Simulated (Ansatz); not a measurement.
## A sublattice moved along a line in WS₂

Computed with DFT PBE+D3(BJ), scalar-relativistic, plane waves, PAW (Ansatz). Cutoff 420 eV, Γ-centred 12×12×4 k-points, Gaussian smearing of 0.05 eV. Spin–orbit coupling is left out, which matters for the heavy elements here. No spin polarisation. Energies are free energies at this smearing, counted from the undisturbed cell; pressure is positive in compression.

The starting cell (relaxed at this level):

```
CELL_PARAMETERS angstrom
3.15421 0.00000 0.00000
-1.57710 2.73162 0.00000
0.00000 0.00000 12.13990
ATOMIC_POSITIONS crystal
W 0.33333 0.66667 0.25000
W 0.66667 0.33333 0.75000
S 0.33333 0.66667 0.62029
S 0.66667 0.33333 0.12029
S 0.33333 0.66667 0.87971
S 0.66667 0.33333 0.37971
```

Every S atom is moved by x along the Cartesian unit vector (-0.655, -0.378, 0.654); the cell and all other atoms stay fixed.

```csv
x (Å),ΔE (meV/cell),force along x on the moved atoms (eV/Å),pressure (GPa),gap on the mesh (eV)
-0.5000,6935.6,29.30,22.2,0.00
-0.2500,1660.6,13.47,5.3,0.51
0.0000,0.0,0.00,0.0,0.89
0.1250,410.9,?,1.3,?
0.3750,3805.0,-20.97,12.3,0.20
0.4375,5241.1,-25.00,16.8,0.00
```

By symmetry 0.5000 repeats -0.5000, -0.3750 repeats 0.3750, 0.2500 repeats -0.2500, -0.1250 repeats 0.1250 in energy; the slope of the energy along the path changes sign there. Where the gap reads zero the k-mesh, chosen for the insulator, is on the coarse side.

Task: Give the withheld values.

Result: force along x on the moved atoms (eV/Å) at x (Å) = 0.1250: -6.60; gap on the mesh (eV) at x (Å) = 0.1250: 0.78.